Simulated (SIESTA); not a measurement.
Crystal: As.

```
CELL_PARAMETERS angstrom
1.88080 1.08588 3.51406
-1.88080 1.08588 3.51406
0.00000 -2.17176 3.51406
ATOMIC_POSITIONS crystal
As 0.22600 0.22600 0.22600
As 0.77400 0.77400 0.77400
```

Base run:

| Quantity | Value |
| --- | --- |
| Program | SIESTA 5.4.2 |
| Functional | BLYP |
| Potentials or basis | PseudoDojo 0.4 standard (PBE files) |
| Basis | DZP (energy shift 0.003 Ry; two zetas on semicore shells) |
| Grid cutoff | 500 Ry |
| Energy shift | 0.003 Ry |
| k mesh | 9 × 9 × 9 |
| Occupations | fermi-dirac, width 0.05 eV |
| Spin | no spin polarisation |

Its results: band gap on the k mesh none (metal or under the smearing width); pressure 10.9 GPa; largest force 0.829 eV/Å.

The run is repeated on the same cell with these changes: functional from BLYP to vdW-DF-cx. What comes out?

Band gap on the k mesh none (metal or under the smearing width); pressure 4.1 GPa; largest force 0.856 eV/Å.

Caveats: the potentials were made for another functional, which shifts forces and pressure; the basis of atomic orbitals isn't converged, which shifts pressures, moduli and gaps.
